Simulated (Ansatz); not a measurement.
**InP: a single-point run**

Wanted: a converged single-point run for InP, and a check of what comes out. The structure is shown as the input types it. The cell is built on a prototype (rocksalt) and needn't be the phase found in nature.

Program: Ansatz 0.2.0. Level of theory: density functional or hybrid calculation with the settings of its input, plane waves (as first typed). These are calculated values, not measurements.

2 further runs of the same task are left out: 2 that didn't finish.

**1. Starting point**

Symmetry: Fm-3m, No. 225, cubic system. Conventional cell: a = 5.491 Å, b = 5.491 Å, c = 5.491 Å, α = 90.00°, β = 90.00°, γ = 90.00°. Around In (site symmetry m-3m) lie 6 P at 2.75 Å. Around P (site symmetry m-3m) lie 6 In at 2.75 Å.

Coordinates:

```
CELL_PARAMETERS angstrom
0.00000 2.74536 2.74536
2.74536 0.00000 2.74536
2.74536 2.74536 0.00000
ATOMIC_POSITIONS crystal
In 0.00000 0.00000 0.00000
P 0.50000 0.50000 0.50000
```

**2. Input and run**

File input.yaml:

```yaml
crystal:
  lattice:
    - [0.0, 2.7453630729, 2.7453630729]
    - [2.7453630729, 0.0, 2.7453630729]
    - [2.7453630729, 2.7453630729, 0.0]
  atoms:
    - { symbol: In, position: [0.0, 0.0, 0.0] }
    - { symbol: P, position: [0.5, 0.5, 0.5] }
kpoints:
  mp_grid: { grid: [6, 6, 6] }
hamiltonian:
  xc: r2scan
scf:
  occupations: { method: fermi_dirac, width: 0.02 }
  n_extra_bands: 4
  mixing: { beta: 1.9 }
  max_iter: 79
output:
  forces: true
  stress: true
  eigenvalues: true
```

Launch:

```
> ansatz run input.yaml --threads 4 --pin off --max-ram 3686MiB --backend cpu --events-out ev --progress --plain --runs-dir out
```

Log:

```text
Error: invalid value for `scf.mixing.beta`: must be finite and in (0, 1]; got 1.9
```

It took 0.01 s on 4 threads of Arm Neoverse V2, shared host; peak memory 0.05 GiB.

**3. Reading the log**

Nothing was computed: the input was turned down at the start. It says: «invalid value for `scf.mixing.beta`: must be finite and in (0, 1]; got 1.9»

In the input, scf.mixing.beta is 1.9. A value lies outside the range that the key allows.

Remedy: delete scf.mixing.beta (the default then holds).

**4. Second try**

Other changes include scf.max_iter.

Edit input.yaml of step 2 so:

```diff
@@ -15,4 +15,2 @@
   n_extra_bands: 4
-  mixing: { beta: 1.9 }
-  max_iter: 79
 output:
```

Launch:

```
> ansatz run input.yaml --threads 4 --pin off --max-ram 3686MiB --backend cpu --events-out ev --progress --plain --runs-dir out
```

From the output:

```text
[...]
Basis set: ecut = 500 eV, 1067 PW (Γ), exchange–correlation on 120×120×120 points (64 copies of the dense FFT grid, shifted against one another)
[...]
k-points: 16 of 216
[...]
SCF iter   1: F=—  HF=-6371.169983 eV  |F-HF|=—  |Δ(HF+E_count)|=         —  Δρ=7.36e-3  dr2=2.33e-2  dr2_τ=5.73e-3  ethr=1.77e-3  ⟨swp⟩=6.1  Hψ=1381  notcnv=0
preconditioner: auto → Kerker (q_TF=auto, 2.375 Å⁻¹)  [metal: Δε(μ)=0.044 eV  Ē_g=15.756 eV  σ=0.020 eV  W_gap=0.46  n_scr=14 (ndim 8)  ℏωp=24.5 eV  f_vac=0.000  D(μ)=3.14/eV (n_scr^D=26)]
SCF iter   2: F=—  HF=-6371.182400 eV  |F-HF|=—  |Δ(HF+E_count)|=   1.24e-2  Δρ=2.72e-3  dr2=3.16e-3  dr2_τ=1.32e-4  ethr=1.30e-4  ⟨swp⟩=3.4  Hψ=553  notcnv=0
[...]
SCF iter   5: F=—  HF=-6371.181644 eV  |F-HF|=—  |Δ(HF+E_count)|=   2.70e-6  Δρ=4.59e-5  dr2=1.04e-6  dr2_τ=2.79e-8  ethr=4.43e-8  ⟨swp⟩=2.9  Hψ=389  notcnv=0
SCF iter   6: F=-6371.181644 eV  HF=-6371.181644 eV  |F-HF|=1.10e-9  |Δ(HF+E_count)|=   1.55e-7  Δρ=7.28e-6  dr2=1.56e-8  dr2_τ=7.58e-9  ethr=5.56e-10  ⟨swp⟩=4.9  Hψ=1112  notcnv=0
[...]
SCF converged after 6 iterations
Free energy (F): -6371.181644 eV
[...]
E sigma→0 (E₀):  -6371.179551 eV
[...]
Fermi energy:    9.355686 eV
[...]
  P = ⅓ Tr σ = 0.6563 GPa (6.563 kbar)
[...]
```

Run time: 0.69 s. Hardware: 4 threads of Arm Neoverse V2, shared host; peak memory 0.4 GiB.

**5. Outcome**

```
                           quantity                      value
                          first try                    refused
                              cause         value out of range
                         second try    converged, 6 SCF cycles
energy (zero set by the potentials)              -6371.1816 eV
                           pressure                   0.66 GPa
                    gap on the mesh  none (metal on this mesh)
                      largest force                 0.000 eV/Å
```

In words: With the input mended the run converges in 6 SCF cycles.
